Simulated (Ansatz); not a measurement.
# C (C2/m): scan of the energy under strain

What does a strain cost in C (C2/m)? Aim: a scan of the energy under strain, for C (C2/m), run from a script.

All numbers are computed with Ansatz 0.2.0, driven from Python. Level of theory: DFT PBEsol, plane waves, PAW.

### 1 The system

Symmetry: C2/m, No. 12, monoclinic system. The conventional cell has a = 4.255 Å, b = 2.457 Å, c = 3.765 Å, α = 90.00°, β = 111.49°, γ = 90.00°. C (site symmetry m) has 3 C at 1.42 Å as nearest neighbours.

The script holds or builds the structure itself.

### 2 The code

File strain_c.py:

```python
import ansatz as az
import numpy as np

FILLING = "fermi_dirac"
WIDTH_EV = 0.1
ECUT = 510
FUNCTIONAL = "pbesol"
MESH = (16, 16, 10)

vectors0 = np.array([
    [2.12732, -1.228282, 0.0],
    [2.12732, 1.228282, 0.0],
    [-1.37907, 0.0, 3.50283],
])
sites = [
    ("C", (0.833356, 0.833356, 9.3e-05)),
    ("C", (0.166644, 0.166644, 0.999907)),
]


def build(cell):
    crystal = az.Crystal(lattice=az.Lattice.of(cell))
    for symbol, position in sites:
        crystal = crystal.atom(symbol, position)
    return crystal


def main() -> None:
    values = np.linspace(-0.03, 0.03, 7)
    energies = []
    for d in values:
        strain = np.array([[0, d / 2, 0], [d / 2, 0, 0], [0, 0, 0]])
        cell = vectors0 @ (np.eye(3) + strain)
        model = (
            build(cell).calculation()
            .occupations(FILLING, width=WIDTH_EV)
            .basis(ECUT)
            .functional(FUNCTIONAL)
            .pseudopotentials("paw")
            .kpoints(*MESH)
            .stress()
        )
        report = model.run(threads=1, pin="off").report
        energies.append(report["free_energy_ev"] / len(sites))
        s = report["stress_gpa"]
        print(f"d = {d:+.4f}  stress xx yy zz xy (GPa, compression positive): {s[0][0]:8.3f} {s[1][1]:8.3f} {s[2][2]:8.3f} {s[0][1]:8.3f}")
    energies = np.array(energies)

    for value, e in zip(values, energies):
        print(f"strain {value:7.3f}   E - Emin = {1000 * (e - energies.min()):9.3f} meV/atom")
    curvature = 2 * np.polyfit(values, energies, 3)[1]
    volume = abs(np.linalg.det(vectors0)) / len(sites)
    print(f"d2E/dd2 over the volume: {curvature / volume * 160.21766:.1f} GPa")


if __name__ == "__main__":
    main()
```

### 3 Launch

Launch:

```
python strain_c.py
```

**Question.** How much energy does this shear strain cost, and what curvature follows?

The runs gave:

| quantity | value |
| --- | --- |
| curvature under the strain | 442.2 GPa |
| runs compared | 7 |
| range of energy | 11.37 meV/atom |
| lowest point, strain | 0.000 |

Against the unstrained cell the energy per atom changes by +11.37 meV at one end of the scan and +11.37 meV at the other, and its second derivative over the volume is 442.2 GPa. Within a few hundredths of an angstrom the cell has the higher group R-3m; the lower one is a small distortion. The curvature belongs to this strain pattern and to the cell's stress; it equals a single elastic constant only for simple patterns. The ions keep their fractional positions (clamped ions). Whether this is the phase that is stable at ambient conditions was not tested.
